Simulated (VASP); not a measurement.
VASP inputs for AgCl (zincblende)

INCAR

```
LASPH = .TRUE.
ISMEAR = -1
ENCUT = 520
PREC = Accurate
GGA = PE
LREAL = .FALSE.
EDIFF = 1E-7
NBANDS = 29
GGA_COMPAT = .FALSE.
LWAVE = .FALSE.
ISIF = 2
NSW = 0
IBRION = -1
LSORBIT = .TRUE.
SIGMA = 0.02
NELM = 120
LCHARG = .FALSE.
MAGMOM = 0.0 0.0 0.0 0.0 0.0 0.0
```

KPOINTS

```
KPOINTS created by Atomic Simulation Environment
0
Gamma
8 8 8
0 0 0
```

KPOINTS_OPT

```
special points
6
Reciprocal
0.0000000000 0.0000000000 0.0000000000 1
0.5000000000 0.0000000000 0.5000000000 1
0.5000000000 0.2500000000 0.7500000000 1
0.3750000000 0.3750000000 0.7500000000 1
0.5000000000 0.5000000000 0.5000000000 1
0.6250000000 0.2500000000 0.6250000000 1
```

POSCAR

```
Ag Cl
 1.0000000000000000
    -0.0000000000000000    2.9932461610011161    2.9932461610011161
     2.9932461610011161   -0.0000000000000000    2.9932461610011161
     2.9932461610011161    2.9932461610011161    0.0000000000000000
 Ag  Cl
   1   1
Cartesian
  0.0000000000000000  0.0000000000000000  0.0000000000000000
  1.4966230805005580  1.4966230805005580  1.4966230805005580
```

VASP ran with the recommended PBE PAW datasets (18 valence electrons in the cell).

Predict the results.

gap between bands v and c 1.15 eV; least direct gap 1.15 eV.

Band v is the last that the valence electrons fill when counted band by band, and c is the next. Levels in eV from the top of v:

| point | v−2 | v | c | c+2 |
| --- | --- | --- | --- | --- |
| Γ | -0.12 | 0.00 | 1.15 | 7.75 |
| X | -1.43 | -1.33 | 4.71 | 5.33 |
| W | -1.73 | -0.94 | 5.44 | 6.01 |
| K | -1.32 | -1.04 | 5.18 | 5.64 |
| L | -0.75 | -0.56 | 3.65 | 6.60 |
